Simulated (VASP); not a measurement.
**GaAs: single point with PBE**

The system is GaAs.

```
Ga As
1.0
     0.00000    2.87269    2.87269
     2.87269    0.00000    2.87269
     2.87269    2.87269    0.00000
Ga As
1 1
Direct
  0.00000 0.00000 0.00000
  0.25000 0.25000 0.25000
```

```yaml
Program: VASP 6.6.1
Task: single point
Functional: PBE
Potentials_or_basis: VASP PAW PBE potentials, release 64 (Ga_d, As)
Cutoff: 520 eV
k_mesh: 12 × 12 × 12
Occupations: gaussian, width 0.02 eV
Spin: non-collinear spin, zero start, spin-orbit coupling
Starting_moments: "[[0.0, 0.0, 0.0], [0.0, 0.0, 0.0]] μB"
```

```json
{"Pressure": "0.1 GPa", "Net moment": "0.00 μB per cell", "Valence electrons inside the program's atomic spheres": "Ga 11.62; As 2.81"}
```

Moments on the atoms (μB; x, y, z):
```
Ga  0.00 0.00 0.00
As  0.00 0.00 0.00
```

It took 4.7 min on 1 thread of AMD EPYC 7R13 Processor (Zen 3) (shared host), peak memory 0.41 GiB.
